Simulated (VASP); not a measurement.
A run of VASP 6.6.1:

Contents of POSCAR:

```
Al
1.0
    0.0000000000      2.0248050000      2.0248050000
    2.0248050000      0.0000000000      2.0248050000
    2.0248050000      2.0248050000      0.0000000000
Al
1
Direct
    0.0000000000      0.0000000000      0.0000000000
```

File INCAR.step1:

```
SYSTEM = Al
PREC = Accurate ; ENCUT = 600
EDIFF = 1E-5 ; ISMEAR = -1
SIGMA = 0.05 ; LREAL = .FALSE.
LASPH = .TRUE. ; NELM = 80
ALGO = Normal ; LWAVE = .TRUE.
LCHARG = .FALSE. ; GGA = PE
```

The input INCAR.step2:

```
SYSTEM = Al
PREC = Accurate ; ENCUT = 600
EDIFF = 1E-6 ; ISMEAR = -1
SIGMA = 0.05 ; LREAL = .FALSE.
LASPH = .TRUE. ; NELM = 80
ALGO = Normal ; ISIF = 3
LWAVE = .FALSE. ; LCHARG = .FALSE.
GGA = PE ; LHFCALC = .TRUE.
AEXX = 1.0 ; ALDAC = 0.0
AGGAC = 0.0 ; PRECFOCK = Fast
HFRCUT = -1 ; IBRION = 2
NSW = 40 ; EDIFFG = -0.005
ISTART = 1
```

Contents of KPOINTS:

```
regular mesh
0
G
  6 6 6
  0 0 0
```

Potentials or basis: VASP PAW PBE potentials, release 64 (Al).

Launch:

```bash
$ cat potpaw_PBE.64/Al/POTCAR > POTCAR
$ cp INCAR.step1 INCAR
$ mpirun -np 1 vasp_std > vasp.out
$ cp INCAR.step2 INCAR
$ mpirun -np 1 vasp_std > vasp.out
```

Hardware: 1 thread of AMD EPYC 7571 (shared host).

Problem. Estimate the wall time of this run.

Solution. Wall time 6.7 min on 1 thread of AMD EPYC 7571, with other jobs on the host, peak memory 0.11 GiB. Counts: scf iterations 64, k points 16, ion steps 4.
